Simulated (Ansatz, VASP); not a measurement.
BN (Qingsongite): VASP beside Ansatz

```xyz
2
Lattice="0.0000 1.8028 1.8028 1.8028 0.0000 1.8028 1.8028 1.8028 0.0000" Properties=species:S:1:pos:R:3 pbc="T T T"
B     0.0000    0.0000    0.0000
N     0.9014    0.9014    0.9014
```

Alike in both runs: functional PBEsol; k mesh 10 × 10 × 10; occupations gaussian, width 0.01 eV; no spin polarisation.

Ansatz relaxed the structure, and its values are those at the end. VASP's run is a single point on that final structure, the one shown.

|  | VASP | Ansatz |
| --- | --- | --- |
| version | VASP 6.6.1 | Ansatz 0.2.0 |
| potentials or method | VASP PAW PBE potentials, release 64 (B, N) | plane waves, PAW |
| plane-wave cutoff (eV) | 520 | 420 |
| valence electrons in the cell | 8 | 8 |

Ansatz gave:

| Item | Value |
| --- | --- |
| pressure (GPa) | 0.0 |

Which values does VASP return?

Pressure (GPa): 0.6.

With one functional, cell and mesh, what is left measures potentials, basis and numerics. Ansatz warned: «stress_scf_threshold_loose».

Caveats: the PAW data sets were made with another functional, which shifts forces and pressure a little (VASP). A k mesh can miss the band edges. PBEsol gaps usually lie below the measured ones, often by a third to a half.
